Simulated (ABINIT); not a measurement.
# CoO (R3m) in ABINIT: further runs

Aim: see how the results for CoO move with the level of theory and the settings. Levels: LDA, PBEsol, BLYP, AM05. Tasks: band structure.

All numbers are computed with ABINIT 10.8.3 (patched build); they aren't measurements. Logs are shortened: lines on timing, memory, paths and dates and some standing lists are left out, and cuts for length are marked. The log counts tension as positive stress, the text compression.

## Step 1: The crystal as given

It takes space group R3m (No. 160, trigonal). Conventional cell: a = 3.204 Å, b = 3.204 Å, c = 7.699 Å, α = 90.00°, β = 90.00°, γ = 120.00°. Around Co (site symmetry 3m) lie 4 O at 1.91 to 1.96 Å. O (site symmetry 3m) is surrounded by 4 Co at 1.91 to 1.96 Å.

Measurements of this composition are mostly on another form, of space group No. 225.

## Step 2: Band structure, LDA, collinear spin, ferromagnetic start

File run.abi:

```
ndtset 2

pp_dirpath "./"
pseudos "Co.GGA_PBE-JTH.xml, O.GGA_PBE-JTH.xml"

acell 3.16379267 3.16379267 3.16379267 Angstrom
rprim
     0.5064237796     0.2923839055     0.8112007195
    -0.5064237796     0.2923839055     0.8112007195
     0.0000000000    -0.5847678109     0.8112007195
ntypat 2
znucl 27 8
natom 2
typat 1 2
xred
     0.9989783200     0.9989783200     0.9989783200
     0.7510210300     0.7510210300     0.7510210300

ecut 31.0
pawecutdg 53.0

ixc 7

occopt 3
tsmear 0.05 eV

nsppol 2
spinat
     0.0000000000     0.0000000000     2.0000000000
     0.0000000000     0.0000000000     0.0000000000

nstep 100

iomode 3
prtwf 0
prteig 0
prtebands 0
enunit 1
prtden1 1

kptopt1 1
ngkpt1 6 6 6
nshiftk1 1
shiftk1 0.0 0.0 0.0
nband1 16
tolvrs1 1.0e-9

iscf2 -2
getden2 1
nband2 22
nbdbuf2 4
tolwfr2 1.0e-11
kptopt2 -2
ndivsm2 5
prteig2 1
prtvol2 -3
kptbounds2
     0.0000000000     0.0000000000     0.0000000000
     0.5000000000     0.0000000000     0.0000000000
     0.5000000000     0.2532748666    -0.2532748666
```

Potentials or basis: JTH PAW PBE v2.0.

Launch:

```bash
abinit run.abi > log 2>&1
```

run.abo:

```text
.Version 10.8.3 of ABINIT
 DATASET    1 : space group R3 m (#160); Bravais hR (rhombohedral)
================================================================================
 Values of the parameters that define the memory need for DATASET  1.
     intxc =       0    ionmov =       0      iscf =      17    lmnmax =      18
     lnmax =       6     mgfft =      30  mpssoang =       3    mqgrid =    3001
     natom =       2  nloc_mem =       2    nspden =       2   nspinor =       1
    nsppol =       2      nsym =       6    n1xccc =       1    ntypat =       2
    occopt =       3   xclevel =       1
       mpw =        1284          nfft =       27000          nkpt =          32
 PAW method is used; the additional fine FFT grid is defined by:
   mgfftf=        40    nfftf =     64000
================================================================================
================================================================================

 DATASET    2 : space group R3 m (#160); Bravais hR (rhombohedral)
================================================================================
 Values of the parameters that define the memory need for DATASET  2.
     intxc =       0    ionmov =       0      iscf =      -2    lmnmax =      18
     lnmax =       6     mgfft =      30  mpssoang =       3    mqgrid =    3001
     natom =       2  nloc_mem =       2    nspden =       2   nspinor =       1
    nsppol =       2      nsym =       6    n1xccc =       1    ntypat =       2
    occopt =       3   xclevel =       1
       mpw =        1281          nfft =       27000          nkpt =          12
 PAW method is used; the additional fine FFT grid is defined by:
   mgfftf=        40    nfftf =     64000
================================================================================
================================================================================

--------------------------------------------------------------------------------
------------- Echo of variables that govern the present computation ------------
--------------------------------------------------------------------------------
 -outvars: echo values of preprocessed input variables --------
            acell      5.9787016655E+00  5.9787016655E+00  5.9787016655E+00 Bohr
              amu      5.89332000E+01  1.59994000E+01
             ecut      3.10000000E+01 Hartree
           enunit           1
           getden1          0
           getden2          1
             iscf1         17
             iscf2         -2
              ixc           7
           jdtset        1    2
           kptopt1          1
           kptopt2         -2
         kptrlatt        6    0    0      0    6    0      0    0    6
          kptrlen1     3.58722100E+01
          kptrlen2     3.00000000E+01
            natom           2
            nband1         16
            nband2         22
           nbdbuf1          0
           nbdbuf2          4
           ndtset           2
           ndivsm1          0
           ndivsm2          5
            ngfft          30      30      30
          ngfftdg          40      40      40
             nkpt1         32
             nkpt2         12
           nspden           2
           nsppol           2
            nstep         100
             nsym           6
           ntypat           2
           occopt           3
        pawecutdg      5.30000000E+01 Hartree
        prtebands           0
[... 500 lines left out ...]
convergence: {deltae:  0.000E+00, res2:  0.000E+00, residm:  9.996E-12, diffor:  0.000E+00, }
etotal    :  -1.62615306E+02
entropy   :   0.00000000E+00
fermie    :   2.80980084E-01
cartesian_stress_tensor: null
pressure_GPa: null
xred      :
- [  9.9898E-01,   9.9898E-01,   9.9898E-01, Co]
- [  7.5102E-01,   7.5102E-01,   7.5102E-01,  O]
cartesian_forces: null
force_length_stats: {min: null, max: null, mean: null, }
...

 Integrated electronic and magnetization densities in atomic spheres:
 ------------------------------------------------------------------------------------------------------------
 Radius=ratsph(iatom), smearing ratsm=  0.0000. Diff(up-dn)=approximate z local magnetic moment.
    Atom    Radius    up_density   dn_density  Total(up+dn)  Diff(up-dn)
    1 Co   2.10903     8.838904     6.564342     15.403246     2.274562
    2  O   1.41465     2.393794     2.115981      4.509775     0.277812
 ------------------------------------------------------------------------------------------------------------
  Sum:                11.232698     8.680324     19.913021     2.552374
 Total magnetization (from the atomic spheres):                2.552374
 Total magnetization (exact up - dn):                          2.647169

================================================================================

 ----iterations are completed or convergence reached----

 Mean square residual over all n,k,spin=   54.390E-13; max=  99.957E-13
 reduced coordinates (array xred) for    2 atoms
       0.998978320000      0.998978320000      0.998978320000
       0.751021030000      0.751021030000      0.751021030000

 cartesian coordinates (angstrom) at end:
    1      0.00000000000000     0.00000000031606     7.69154633482102
    2     -0.00000000000000     0.00000000023761     5.78242083438808
 length scales=  5.978701665455  5.978701665455  5.978701665455 bohr
              =  3.163792670000  3.163792670000  3.163792670000 angstroms
 Eigenvalues (   eV  ) for nkpt=  12  k points, SPIN UP:
 kpt#   1, nband= 22, wtk=  1.00000, kpt=  0.0000  0.0000  0.0000 (reduced coord)
 -88.02571  -51.70153  -51.67955  -51.67955  -12.17654    1.44958    1.50738    1.50738
   5.36695    5.36695    7.77433    8.03233    8.03233    8.17928   21.46469   21.46469
  22.04939   27.61446   27.61446   27.65105   28.06506   30.13360
 kpt#   2, nband= 22, wtk=  1.00000, kpt=  0.0833  0.0000  0.0000 (reduced coord)
 -88.02560  -51.70198  -51.68087  -51.67977  -12.13426    1.38606    1.48741    1.53139
   5.35262    5.35430    7.58705    7.99465    8.10607    8.38956   20.78694   21.53539
  22.06486   26.68975   27.09888   27.35270   29.43243   30.99068
 kpt#   3, nband= 22, wtk=  1.00000, kpt=  0.1667  0.0000  0.0000 (reduced coord)
 -88.02530  -51.70328  -51.68421  -51.68035  -12.01755    1.13413    1.55476    1.59526
   5.32527    5.33061    7.16893    7.88327    7.98399    9.16618   19.29840   21.65136
  22.12564   26.03564   26.49790   26.78150   31.56358   32.47371
 kpt#   4, nband= 22, wtk=  1.00000, kpt=  0.2500  0.0000  0.0000 (reduced coord)
 -88.02489  -51.70533  -51.68842  -51.68112  -11.85518    0.86911    1.64668    1.67724
   5.31991    5.32789    6.59559    7.70701    7.78960   10.22984   17.73578   21.60898
  22.02107   25.55482   26.50418   26.85258   33.38695   33.83577
 kpt#   5, nband= 22, wtk=  1.00000, kpt=  0.3333  0.0000  0.0000 (reduced coord)
[... 16 lines left out ...]
 -88.02386  -51.71155  -51.69432  -51.68635  -11.44992    0.81915    1.63460    1.94838
   5.08870    5.42397    5.54554    6.73149    7.13831   14.31443   14.57090   19.24792
  21.29041   25.96682   28.14491   30.13433   33.01138   33.68616
 kpt#  10, nband= 22, wtk=  1.00000, kpt=  0.5000  0.1520 -0.1520 (reduced coord)
 -88.02367  -51.71250  -51.69327  -51.68957  -11.38593    1.01190    1.53501    2.10404
   4.84047    5.34810    5.62531    6.31629    7.01956   14.46794   15.53544   18.35343
  20.69741   25.89278   28.09901   31.95716   32.93670   33.48335
 kpt#  11, nband= 22, wtk=  1.00000, kpt=  0.5000  0.2026 -0.2026 (reduced coord)
 -88.02351  -51.71414  -51.69290  -51.69088  -11.33252    1.07043    1.57927    2.26586
   4.67810    5.20187    5.71092    5.97075    6.92112   14.48260   16.75335   17.81541
  19.65048   26.07305   28.14203   32.06717   32.35138   35.81992
 kpt#  12, nband= 22, wtk=  1.00000, kpt=  0.5000  0.2533 -0.2533 (reduced coord)
 -88.02343  -51.71639  -51.69357  -51.68924  -11.30965    1.06844    1.64424    2.34205
   4.63378    5.07701    5.79617    5.81761    6.86328   14.53216   17.40764   17.70336
  18.91540   26.14354   28.21362   31.67965   32.43360   36.99317
 Eigenvalues (   eV  ) for nkpt=  12  k points, SPIN DOWN:
 kpt#   1, nband= 22, wtk=  1.00000, kpt=  0.0000  0.0000  0.0000 (reduced coord)
 -85.42847  -49.19195  -49.16164  -49.16164  -11.65797    2.48991    2.56005    2.56005
   7.25584    7.25584    8.21005    9.97871    9.97871   10.08519   21.92993   21.92993
  22.51235   27.89033   28.13568   28.13568   28.48692   30.70084
 kpt#   2, nband= 22, wtk=  1.00000, kpt=  0.0833  0.0000  0.0000 (reduced coord)
 -85.42834  -49.19247  -49.16317  -49.16190  -11.61383    2.38415    2.52408    2.57870
   7.24134    7.24234    8.48945    9.89354    9.94459   10.03952   21.23644   22.00933
  22.53573   27.07167   27.62792   27.86272   29.77938   31.53411
 kpt#   3, nband= 22, wtk=  1.00000, kpt=  0.1667  0.0000  0.0000 (reduced coord)
 -85.42800  -49.19396  -49.16711  -49.16255  -11.49178    2.01289    2.57624    2.62743
   7.21721    7.22054    8.93363    9.83922    9.88743    9.94963   19.73100   22.15251
  22.62190   26.46395   27.02333   27.29641   31.94242   33.02615
 kpt#   4, nband= 22, wtk=  1.00000, kpt=  0.2500  0.0000  0.0000 (reduced coord)
 -85.42753  -49.19623  -49.17214  -49.16344  -11.32149    1.61340    2.64639    2.68781
   7.22508    7.22870    8.66463    9.66217    9.72209   10.79181   18.17512   22.14955
  22.55276   26.00836   27.01694   27.36071   33.87656   34.30746
 kpt#   5, nband= 22, wtk=  1.00000, kpt=  0.3333  0.0000  0.0000 (reduced coord)
[... 17 lines left out ...]
   7.13699    7.38052    7.63346    8.74039    9.08432   14.83096   15.25720   19.87036
  21.84840   26.47336   28.63732   30.63521   33.43373   34.09768
 kpt#  10, nband= 22, wtk=  1.00000, kpt=  0.5000  0.1520 -0.1520 (reduced coord)
 -85.42615  -49.20442  -49.17799  -49.17329  -10.82683    1.58225    2.25656    2.91948
   6.83540    7.30422    7.67661    8.45852    8.99520   15.25420   16.04347   18.99497
  21.22838   26.46461   28.56528   32.37942   33.34131   33.91708
 kpt#  11, nband= 22, wtk=  1.00000, kpt=  0.5000  0.2026 -0.2026 (reduced coord)
 -85.42597  -49.20649  -49.17736  -49.17488  -10.77048    1.73004    2.18215    2.97794
   6.58616    7.21222    7.69161    8.27852    8.90960   15.32776   17.29724   18.46092
  20.15056   26.69060   28.57483   32.47142   32.76502   36.16018
 kpt#  12, nband= 22, wtk=  1.00000, kpt=  0.5000  0.2533 -0.2533 (reduced coord)
 -85.42588  -49.20921  -49.17804  -49.17295  -10.74635    1.74283    2.22201    3.00513
   6.47515    7.16588    7.68872    8.23623    8.85350   15.40208   18.07392   18.26199
  19.38250   26.77743   28.63330   32.08736   32.84134   37.28499

== END DATASET(S) ==============================================================
================================================================================

 -outvars: echo values of variables after computation  --------
            acell      5.9787016655E+00  5.9787016655E+00  5.9787016655E+00 Bohr
           etotal1    -1.6261530575E+02
            fcart1     1.2019969167E-19 -1.5202555355E-20  3.8423348099E-03
                      -1.2019969167E-19  1.5202555355E-20 -3.8423348099E-03
            rprim      5.0642377960E-01  2.9238390550E-01  8.1120071950E-01
                      -5.0642377960E-01  2.9238390550E-01  8.1120071950E-01
                       0.0000000000E+00 -5.8476781090E-01  8.1120071950E-01
           strten1     5.8085178136E-04  5.8085178262E-04  4.2605309375E-04
                      -8.0925301054E-13  0.0000000000E+00  0.0000000000E+00
           xangst      1.8318452360E-17  3.1605615799E-10  7.6915463348E+00
                      -1.0542078397E-17  2.3760758258E-10  5.7824208344E+00
             xred      9.9897832000E-01  9.9897832000E-01  9.9897832000E-01
                       7.5102103000E-01  7.5102103000E-01  7.5102103000E-01
 Calculation completed.
```

Wall time 53 s (1 thread of AMD EPYC 9R45 (Zen 5), shared host); peak memory 0.12 GiB.

Results:

- Free energy: -4424.9879 eV
- Pressure: -15.6 GPa
- Largest force: 0.198 eV/Å
- Band gap on the k mesh: none (metal or under the smearing width)
- Net moment: 2.65 μB per cell
- Site moments: Co +2.27; O +0.28 μB
- Valence electrons inside the program's atomic spheres: Co 15.40; O 4.51

Forces in eV/Å, atoms in the order of the input:
```
Co   0.000  0.000  0.198
O    0.000  0.000 -0.198
```

Levels at the corners of the path, in eV from the Fermi level:
Spin up:
```csv
point,band 9,band 10,band 11,band 12,band 13,band 14,band 15,band 16,band 17,band 18
Γ,-2.28,-2.28,0.13,0.39,0.39,0.53,13.82,13.82,14.40,19.97
L,-2.29,-2.17,-2.17,-0.42,-0.37,5.59,6.86,13.41,13.75,17.33
B1,-3.01,-2.57,-1.85,-1.83,-0.78,6.89,9.76,10.06,11.27,18.50
```
Spin down:
```csv
point,band 7,band 8,band 9,band 10,band 11,band 12,band 13,band 14
Γ,-5.09,-5.09,-0.39,-0.39,0.56,2.33,2.33,2.44
L,-4.88,-4.86,-0.21,-0.20,-0.04,1.48,1.53,6.03
B1,-5.42,-4.64,-1.17,-0.48,0.04,0.59,1.21,7.76
```

Caveat: the k mesh is coarse (spacing up to 0.40 Å⁻¹), so the values aren't converged; the PAW data sets were made with another functional, which shifts forces and pressure a little; a cell with one magnetic atom can't hold antiferromagnetic order, which such compounds often take; semilocal functionals often make such compounds metallic where correlation or magnetic order opens a gap, which also shifts bond lengths. With open d or f shells a metallic result of LDA can be an artefact of self-interaction; +U or a hybrid may open a gap.

## Step 3: Band structure, PBEsol, collinear spin, ferromagnetic start

Edit run.abi of step 2 so:

```diff
@@ -20,4 +20,5 @@
 pawecutdg 53.0
+pawxcdev 0
 
-ixc 7
+ixc -116133
```

Potentials or basis: JTH PAW PBE v2.0.

Launch:

```bash
abinit run.abi > log 2>&1
```

Run time: 94 s. Hardware: 1 thread of AMD EPYC 9R45 (Zen 5), shared host; peak memory 0.15 GiB.

It converged, with:

* Free energy: -4418.3373 eV
* Pressure: -21.7 GPa
* Largest force: 0.185 eV/Å
* Band gap on the k mesh: none (metal or under the smearing width)
* Net moment: 0.00 μB per cell
* Valence electrons inside the program's atomic spheres: Co 15.45; O 4.48

Forces in eV/Å, atoms in the order of the input:
```
Co   0.000  0.000  0.185
O    0.000  0.000 -0.185
```

Stress tensor (GPa, compression positive):
```
-22.51   0.00   0.00
  0.00 -22.51   0.00
  0.00   0.00 -20.08
```

Levels at the corners of the path, in eV from the Fermi level:
Spin up:
| point | band 8 | band 9 | band 10 | band 11 | band 12 | band 13 | band 14 | band 15 |
| --- | --- | --- | --- | --- | --- | --- | --- | --- |
| Γ | -5.93 | -1.23 | -1.23 | 0.06 | 1.22 | 1.22 | 1.31 | 13.96 |
| L | -5.69 | -1.09 | -1.09 | -1.07 | 0.42 | 0.46 | 5.62 | 6.87 |
| B1 | -5.43 | -2.05 | -1.43 | -0.82 | -0.53 | 0.20 | 7.09 | 9.93 |
Spin down:
```
point  band 9  band 10  band 11  band 12  band 13  band 14
    Γ   -1.23    -1.23     0.06     1.22     1.22     1.31
    L   -1.09    -1.09    -1.07     0.42     0.46     5.62
   B1   -2.05    -1.43    -0.82    -0.53     0.20     7.09
```

Caveat: the k mesh is coarse (spacing up to 0.40 Å⁻¹), so the values aren't converged; the starting moments collapsed, and a magnetic state may lie lower; the PAW data sets were made with another functional, which shifts forces and pressure a little; semilocal functionals often make such compounds metallic where correlation or magnetic order opens a gap, which also shifts bond lengths.

## Step 4: Band structure, BLYP, collinear spin, ferromagnetic start

Edit run.abi of step 3 so:

```diff
@@ -22,3 +22,3 @@
 
-ixc -116133
+ixc -106131
```

Launch:

```bash
abinit run.abi > log 2>&1
```

Wall time 62 s (1 thread of AMD EPYC 9R45 (Zen 5), shared host); peak memory 0.15 GiB.

The run converged. Its results:

```yaml
Free_energy: -4422.6624 eV
Pressure: 5.4 GPa
Largest_force: 0.310 eV/Å
Band_gap_on_the_k_mesh: none (metal or under the smearing width)
Net_moment: 2.69 μB per cell
Site_moments: Co +2.31; O +0.27 μB
Valence_electrons_inside_the_program's_atomic_spheres: Co 15.41; O 4.57
```

Forces in eV/Å, atoms in the order of the input:
```
Co   0.000  0.000  0.310
O    0.000  0.000 -0.310
```

Stress tensor (GPa, compression positive):
```
3.45 0.00 0.00
0.00 3.45 0.00
0.00 0.00 9.39
```

Levels at the corners of the path, in eV from the Fermi level:
Spin up:
```csv
point,band 10,band 11,band 12,band 13,band 14,band 15,band 16,band 17
Γ,-2.12,0.32,0.32,0.34,0.50,14.12,14.12,14.69
L,-2.05,-2.04,-0.45,-0.41,5.89,7.15,13.69,14.04
B1,-2.56,-1.94,-1.69,-0.73,7.19,9.89,10.56,11.53
```
Spin down:
| point | band 7 | band 8 | band 9 | band 10 | band 11 | band 12 | band 13 | band 14 |
| --- | --- | --- | --- | --- | --- | --- | --- | --- |
| Γ | -4.94 | -4.94 | -0.60 | -0.60 | 0.83 | 2.63 | 2.63 | 2.72 |
| L | -4.78 | -4.76 | -0.37 | -0.35 | 0.33 | 1.77 | 1.81 | 6.31 |
| B1 | -5.35 | -4.55 | -0.79 | -0.41 | -0.17 | 0.96 | 1.34 | 8.14 |

Caveat: the k mesh is coarse (spacing up to 0.40 Å⁻¹), so the values aren't converged; the PAW data sets were made with another functional, which shifts forces and pressure a little; a cell with one magnetic atom can't hold antiferromagnetic order, which such compounds often take; semilocal functionals often make such compounds metallic where correlation or magnetic order opens a gap, which also shifts bond lengths. With open d or f shells a metallic result of BLYP can be an artefact of self-interaction; +U or a hybrid may open a gap.

(Continued in part 2 of 2.)
